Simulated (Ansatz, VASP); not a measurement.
## Cu: VASP beside Ansatz

Contents of INCAR:

```
SYSTEM = Cu
  ALGO = Normal
  EDIFF = 1E-6
  ENCUT = 520
  GGA = PS
  ISIF = 2
  ISMEAR = 1
  LASPH = .True.
  LCHARG = .False.
  LREAL = .False.
  LWAVE = .False.
  NBANDS = 12
  NELM = 60
  PREC = Accurate
  SIGMA = 0.1
```

Contents of KPOINTS:

```
k-points
0
Gamma
  14 14 14
  0 0 0
```

POSCAR

```
Cu
1.0
   -1.4427933200      1.4427933200      1.3760814500
    1.4427933200     -1.4427933200      1.3760814500
    1.4427933200      1.4427933200     -1.3760814500
Cu
1
Direct
    0.0000000000      0.0000000000      0.0000000000
```

Input for Ansatz:

```yaml
crystal:
  lattice:
    - [-1.44279332, 1.44279332, 1.37608145]
    - [1.44279332, -1.44279332, 1.37608145]
    - [1.44279332, 1.44279332, -1.37608145]
  atoms:
    - { symbol: Cu, position: [0.0, 0.0, 0.0] }
basis:
  ecutwfc: 500.0
kpoints:
  mp_grid:
    grid: [14, 14, 14]
hamiltonian:
  xc: pbesol
scf:
  occupations:
    method: methfessel_paxton
    width: 0.1
output:
  stress: true
```

This isn't the form of Cu at room conditions, which is fcc.

Alike in both runs: task single point; functional PBEsol; k mesh 14 × 14 × 14; occupations methfessel-paxton of order 1, width 0.1 eV; no spin polarisation.

|  | VASP | Ansatz |
| --- | --- | --- |
| version | VASP 6.6.1 | Ansatz 0.2.0 |
| potentials or method | VASP PAW PBE potentials, release 64 (Cu) | plane waves, PAW |
| plane-wave cutoff (eV) | 520 | 500 |
| valence electrons in the cell | 11 | 19 |

Ansatz gave:

| Quantity | Value |
| --- | --- |
| pressure (GPa) | -1.5 |
| largest component of the traceless stress (GPa) | 0.34 |

Problem. What did VASP give for the same quantities?

Solution. Pressure (GPa): -0.7; largest component of the traceless stress (GPa): 0.40.

The two sets of potentials don't hold the same shells in valence.

Caveats: the PAW data sets were made with another functional, which shifts forces and pressure a little (VASP).
